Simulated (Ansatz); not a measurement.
Trial structure of Si, not yet relaxed:

```
Si
1.0
     1.88752   -2.03727    0.00000
     1.88752    2.03727    0.00000
    -1.34271    0.00000    2.41379
Si
1
Direct
  0.00000 0.00000 0.50000
```

Level of theory: DFT PBE, scalar-relativistic, plane waves, PAW in Ansatz. Plane waves to 420 eV, a k mesh through Γ of 6×6×8 on the computed 1-atom cell and Gaussian smearing (0.10 eV); no spin polarisation.

Energies count from the standard state of Si at the same level.

**Question.** Estimate its pressure, forces and energy as it stands.

**Answer.** The pressure is -12.2 GPa (the mean over three directions, positive in compression), the largest force is 0.00 eV/Å (symmetry fixes the atoms), and the energy is +0.64 eV/atom against the standard state. The shortest distance is 2.76 Å.

**Question.** Is it a good guess?

**Answer.** A rough one: relaxing gains about 0.29 eV/atom (the start's value is from the coarse mesh, so the gain is rough) in 30 ionic steps and ends at +0.35 eV/atom on the finer mesh. The symmetry goes from C2/m (No. 12) to Pm-3m (No. 221). The end has the simple cubic type. The volume per atom shrinks by 12.5 %, from 18.6 to 16.2 Å³. The shortest distance goes from 2.76 Å (Si–Si) to 2.53 Å (Si–Si). Conventional cell: a = 2.532 Å. Si is surrounded by 6 Si at 2.53 Å.

The last run used a 22×22×22 mesh for its 1-atom cell and Gaussian smearing of 0.10 eV. The relaxation can't lower the symmetry of the start, and the grade says only how near the guess is to its own end. A structure relaxed within its symmetry needn't be a true minimum.
